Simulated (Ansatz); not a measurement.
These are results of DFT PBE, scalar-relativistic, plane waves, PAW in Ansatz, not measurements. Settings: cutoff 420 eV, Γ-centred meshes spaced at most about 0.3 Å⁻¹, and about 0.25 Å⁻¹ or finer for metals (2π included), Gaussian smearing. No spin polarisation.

All energies are static (0 K, no zero-point motion).

Two relaxed structures of Mg2Si3N3:

A.

```yaml
crystal:
  lattice:
    - [6.47874, 0.00000, 0.00000]
    - [-3.23937, 5.61076, 0.00000]
    - [0.00000, 0.00000, 2.74051]
  atoms:
    - { symbol: Mg, position: [0.66667, 0.33333, 0.00000] }
    - { symbol: Mg, position: [0.33333, 0.66667, 0.00000] }
    - { symbol: Si, position: [0.00000, 0.20395, 0.00000] }
    - { symbol: Si, position: [0.79605, 0.79605, 0.00000] }
    - { symbol: Si, position: [0.20395, 0.00000, 0.00000] }
    - { symbol: N, position: [0.00000, 0.38854, 0.50000] }
    - { symbol: N, position: [0.61146, 0.61146, 0.50000] }
    - { symbol: N, position: [0.38854, 0.00000, 0.50000] }
```

B.

```yaml
crystal:
  lattice:
    - [3.10815, 0.00000, 0.00000]
    - [-1.55408, 2.69174, 0.00000]
    - [0.00000, 0.00000, 12.51348]
  atoms:
    - { symbol: Mg, position: [0.33333, 0.66667, 0.06232] }
    - { symbol: Mg, position: [0.66667, 0.33333, 0.26928] }
    - { symbol: Si, position: [0.66667, 0.33333, 0.89143] }
    - { symbol: Si, position: [0.33333, 0.66667, 0.49716] }
    - { symbol: Si, position: [0.66667, 0.33333, 0.70851] }
    - { symbol: N, position: [0.33333, 0.66667, 0.21607] }
    - { symbol: N, position: [0.66667, 0.33333, 0.46275] }
    - { symbol: N, position: [0.33333, 0.66667, 0.64249] }
```

Question: Which would you expect to be lower, and how large is the difference?

Answer: A is lower, by 132 meV/atom. A has space group P-62m (No. 189), 12.5 Å³/atom and no gap on its mesh; B has space group P3m1 (No. 156), 13.1 Å³/atom and no gap. Counting N atoms around Mg and Si (those within 1.25 times the shortest such distance or 1.15 times the sum of covalent radii, 1.27 where that leaves under three; a plus sign parts nearer from farther groups; the shortest distance is added where it exceeds 1.18 times the sum of covalent radii; a slash parts the counts of unlike sites), A has Mg 6, Si 2 and B has Mg 1/3+1, Si 3/4/3+3 from 3.6 Å. A holds Si–Si units of three or more atoms (shortest 2.29 Å); B holds Si–Si pairs (shortest 2.29 Å). The denser one is the lower, and pressure would at first widen the difference. Both come from invented guesses. The lowest form computed isn't among them: it has space group Cmm2 (No. 35), 14.0 Å³/atom and lies 120 meV/atom below the best shown.

In P-62m, P3m1 an odd number of electrons in the primitive cell allows no gap without spin; a larger cell or a magnetic state could open one. Cells relaxed within their symmetry can be saddle points. Some types were kept out of the candidates beforehand, so the set may lack a known form.
